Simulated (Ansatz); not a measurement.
Ta2H: what symmetry allows forces and stress to be

```
CELL_PARAMETERS angstrom
3.29561 0.00000 0.00000
0.00000 3.29561 0.00000
0.00000 0.00000 3.43473
ATOMIC_POSITIONS crystal
Ta 0.50000 0.00000 0.75210
Ta 0.00000 0.50000 0.24790
H 0.00000 0.00000 0.00000
```

Method: DFT PBEsol, scalar-relativistic, plane waves, PAW in Ansatz.

Plane waves to 420 eV, a k mesh through Γ of 12×12×12 on the computed 3-atom cell and Gaussian smearing (0.10 eV); no spin polarisation.

This distorted cell has space group P-4m2, with 8 operations.

Without a calculation: in which directions can each atom feel a force?

A force must be left unchanged by every operation that keeps its atom in place, so it lies in the space that those operations leave fixed. Atoms that the group maps onto each other feel forces of one size.
```csv
atom,site symmetry,operations at the site,equivalent to atom,allowed force (Cartesian)
Ta1,2mm.,4,1,"along (0.00, 0.00, 1.00)"
Ta2,2mm.,4,1,"along (0.00, 0.00, 1.00)"
H3,-4m2,8,3,none
```

That leaves 1 independent force component of 9. A relaxation in this cell that keeps the symmetry moves the atoms in these directions alone.

And the stress tensor?

It must be invariant under the point group, which leaves 2 independent components: yz, xz, xy vanish; xx = yy.

Do the computed values obey this?

Yes. Forces (eV/Å):
```
Ta1  0.000  0.000 -1.137
Ta2  0.000  0.000  1.137
H3   0.000  0.000  0.000
```

Stress (GPa, compression positive, xx yy zz yz xz xy): 7.69 7.69 0.53 0.00 0.00 0.00. The program imposes the same operations on density, forces and stress, so this confirms the analysis and is no independent test of the calculation.

Spin–orbit coupling is left out, which can shift energies with elements as heavy as these.